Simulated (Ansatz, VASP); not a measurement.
## CoO in VASP and in Ansatz

File INCAR:

```
PREC     = Accurate       # precision mode
ENCUT    = 520            # plane-wave cutoff, eV
EDIFF    = 1E-7           # SCF threshold, eV
ISMEAR   = -1             # smearing method
SIGMA    = 0.05           # smearing width, eV
LREAL    = False          # projectors in reciprocal space
LASPH    = True           # aspherical terms in the spheres
NELM     = 120            # most SCF steps
ALGO     = Normal         # electronic algorithm
ISIF     = 2              # what is computed and relaxed
LWAVE    = False          # write WAVECAR
LCHARG   = False          # write CHGCAR
ISPIN    = 2              # spin polarisation
MAGMOM   = 2 0            # initial moments
LORBIT   = 11             # projections on sites
LMAXMIX  = 4              # l up to which the mixer works
GGA      = PE             # functional
NBANDS   = 18             # bands
```

KPOINTS

```
regular mesh
0
Gamma
  10 10 10
```

Contents of POSCAR:

```
CoO
1.0
    1.5695123000      0.9061583489      2.5140792326
   -1.5695123000      0.9061583489      2.5140792326
    0.0000000000     -1.8123166978      2.5140792326
Co O
1 1
Direct
    0.9989783200      0.9989783200      0.9989783200
    0.7510210300      0.7510210300      0.7510210300
```

input.yaml

```yaml
crystal:
  lattice:
    - [1.5695123, 0.9061583489, 2.5140792326]
    - [-1.5695123, 0.9061583489, 2.5140792326]
    - [0.0, -1.8123166978, 2.5140792326]
  atoms:
    - { symbol: Co, position: [0.99897832, 0.99897832, 0.99897832], spin: 2.0 }
    - { symbol: O, position: [0.75102103, 0.75102103, 0.75102103] }
hamiltonian:
  xc: pbe
  pseudopotentials: { kind: paw }
magnetization:
  spin_polarized: true
kpoints:
  mp_grid: { grid: [10, 10, 10] }
scf:
  occupations: { method: fermi_dirac, width: 0.05 }
output:
  forces: true
  stress: true
  eigenvalues: true
```

Change from the starting cell: volume scaled by 0.94.

Alike in both runs: task single point; functional PBE; k mesh 10 × 10 × 10; occupations fermi-dirac, width 0.05 eV; collinear spin, ferromagnetic start.

```csv
,VASP,Ansatz
version,VASP 6.6.1,Ansatz 0.2.0
potentials or method,"VASP PAW PBE potentials, release 64 (Co, O)",Ansatz PAW
plane-wave cutoff (eV),520,420
valence electrons in the cell,15,23
```

```tsv
	VASP	Ansatz	Ansatz less VASP
gap on the k mesh at the Fermi level (eV)	none	none	-
pressure (GPa)	6.9	7.0	+0.12
largest component of the traceless stress (GPa)	4.22	4.19	-0.032
rms of the force components (eV/Å)	0.181	0.178	-0.0023
net moment per atom (μB)	1.20	1.21	+0.008
size of the moment on the site where the two differ most (μB)	2.10	1.94	-0.153
```

Site moments also hang on the region over which each program counts them. Atom by atom the forces differ by 0.002 eV/Å (rms over components). A gap of «none» marks a metal or a gap that the smearing closes. With one functional, cell and mesh, what is left measures potentials, basis and numerics. The two sets of potentials don't hold the same shells in valence.

Caveats: a cell with one magnetic atom can't hold antiferromagnetic order, which such compounds often take; semilocal functionals often make such compounds metallic where correlation or magnetic order opens a gap, which also shifts bond lengths; the pressure holds a Pulay correction of +0.7 GPa for the finite cutoff (Ansatz).
